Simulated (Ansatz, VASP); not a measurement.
# One calculation of GaN, two programs

POSCAR

```
GaN
1.0
    3.2218469041      0.0000000000      0.0000000000
   -1.6109234521      2.7902012661      0.0000000000
    0.0000000000      0.0000000000      5.2339814801
Ga N
2 2
Direct
    0.6666666667      0.3333333333      0.5000000000
    0.3333333333      0.6666666667      0.0000000000
    0.6666666667      0.3333333333      0.8750000000
    0.3333333333      0.6666666667      0.3750000000
```

INCAR.step1

```
PREC = Accurate
ENCUT = 520
ISMEAR = -1
SIGMA = 0.05
LREAL = F
LASPH = T
NELM = 60
NBANDS = 26
GGA = PE
ALGO = Normal
EDIFF = 1E-4
LWAVE = T
LCHARG = F
```

File INCAR.step2:

```
PREC = Accurate
ENCUT = 520
EDIFF = 1E-6
ISMEAR = -1
SIGMA = 0.05
LREAL = F
LASPH = T
NELM = 60
ALGO = Normal
ISIF = 2
LWAVE = F
LCHARG = F
METAGGA = R2SCAN
LMIXTAU = T
LUSE_VDW = T
IVDW_NL = 2
BPARAM = 11.95
CPARAM = 0.0093
NBANDS = 26
ISTART = 1
```

File KPOINTS:

```
Automatic mesh
0
Gamma
  10 10 5
```

The input input.yaml:

```yaml
crystal:
  lattice:
    - [3.2218469041, 0.0, 0.0]
    - [-1.6109234521, 2.7902012661, 0.0]
    - [0.0, 0.0, 5.2339814801]
  atoms:
    - { symbol: Ga, position: [0.6666666667, 0.3333333333, 0.5] }
    - { symbol: Ga, position: [0.3333333333, 0.6666666667, 0.0] }
    - { symbol: "N", position: [0.6666666667, 0.3333333333, 0.875] }
    - { symbol: "N", position: [0.3333333333, 0.6666666667, 0.375] }
hamiltonian:
  xc: r2scan
  pseudopotentials: { kind: paw }
  dispersion: rvv10
kpoints:
  mp_grid: { grid: [10, 10, 5] }
scf:
  occupations: { method: fermi_dirac, width: 0.05 }
output:
  forces: true
  stress: true
  eigenvalues: true
  write_density: true
  write_potential: true
  elf: true
  volumetric_format: npy
```

Alike in both runs: task single point; functional r2SCAN; dispersion rVV10; k mesh 10 × 10 × 5; occupations fermi-dirac, width 0.05 eV; no spin polarisation.

|  | VASP | Ansatz |
| --- | --- | --- |
| version | VASP 6.6.1 | Ansatz 0.2.0 |
| potentials or method | VASP PAW PBE potentials, release 64 (Ga_d, N) | Ansatz PAW |
| plane-wave cutoff (eV) | 520 | 500 |
| valence electrons in the cell | 36 | 36 |

Ansatz gave:

* gap on the k mesh at the Fermi level (eV): 2.07
* least direct gap on the mesh (eV): 2.07
* pressure (GPa): -7.4
* largest component of the traceless stress (GPa): 1.17
* rms of the force components (eV/Å): 0.074

What did VASP give for the same quantities?

gap on the k mesh at the Fermi level (eV): 2.07; least direct gap on the mesh (eV): 2.07; pressure (GPa): -6.4; largest component of the traceless stress (GPa): 1.20; rms of the force components (eV/Å): 0.071.

Atom by atom the forces differ by 0.003 eV/Å (rms over components).

Caveats: the PAW data sets were made with another functional, which shifts forces and pressure a little (VASP); odd divisions of the mesh miss points on the zone boundary, where band edges often lie, so the gap on the mesh can be too wide (Ansatz); the PAW data sets come from PBE, with cores solved anew for the run's functional, which leaves a small shift of forces and pressure (Ansatz). r2SCAN opens gaps a little over a GGA but as a rule still falls short of measured ones.
